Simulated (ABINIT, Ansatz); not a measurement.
This is a calculation of Sb for ABINIT 10.8.3 (patched build). The given cell was strained at random by a few per cent at fixed volume. This isn't the form of Sb at room conditions, which is rhombohedral.

Contents of run.abi:

```
# Pseudopotentials
pp_dirpath "./"
pseudos "Sb.upf"

# Structure
acell 3*1.0 Angstrom
rprim
    -1.5775790000     1.5802120000     2.7118280000
     1.5669920000    -1.5442780000     2.6847840000
     1.6042890000     1.5709880000    -2.6909380000
ntypat 1
znucl 51
natom 1
typat 1
xcart
     0.0065968662     0.0475577584     0.0148865463 Angstrom
chkprim 0
chksymtnons 0
tolsym 1.0e-6

# Plane-wave basis
ecut 40.0

# k points
kptopt 1
ngkpt 12 12 12
nshiftk 1
shiftk 0.0 0.0 0.0

# Exchange and correlation
ixc -116133

# Bands and occupations
nband 12
occopt 3
tsmear 0.00183747

# SCF cycle
nstep 100
tolvrs 1.0e-10

# Output
iomode 3
prtwf 0
prteig 0
prtebands 0
enunit 2
prtden 1
prtvha 1
prtvclmb 1
prtpot 1
prtelf 1
```

Potentials or basis: PseudoDojo NC SR PBEsol v0.4.1 standard.

Command:

```sh
$ abinit run.abi > log 2>&1
```

Q: What does the same run look like in Ansatz 0.2.0? Potentials or basis there: Ansatz PAW, cutoff 420 eV.

A: As run (cutoffs and basis follow the program's own potentials, and thresholds, step limits or extra output files can differ):

Contents of input.yaml:

```yaml
crystal:
  lattice:
    - [-1.577579, 1.580212, 2.711828]
    - [1.566992, -1.544278, 2.684784]
    - [1.604289, 1.570988, -2.690938]
  atoms:
    - { symbol: Sb, position: [0.017747, 0.004665, 0.017007] }
hamiltonian:
  xc: pbesol
  pseudopotentials: { kind: paw }
kpoints:
  mp_grid: { grid: [12, 12, 12] }
scf:
  occupations: { method: fermi_dirac, width: 0.05 }
output:
  forces: true
  stress: true
  eigenvalues: true
```

Potentials or basis: Ansatz PAW.

Launch:

```console
$ ansatz run input.yaml --threads 1 --pin off --max-ram 3584MiB --backend cpu --events-out ev --progress --plain --runs-dir out
```

Both were run:

|  | ABINIT | Ansatz |
| --- | --- | --- |
| Pressure | -1.4 GPa | -1.4 GPa |

Ansatz's pressure holds a Pulay term of +0.04 GPa for its cutoff of 420 eV, which the other run lacks.

Ansatz's potentials were made for PBE.

Where Ansatz's input types no cutoff or centring, it takes its own default and a Γ-centred mesh.

The undisturbed cell isn't at this level's minimum, so the move can lower the energy.

Pressure is positive in compression.
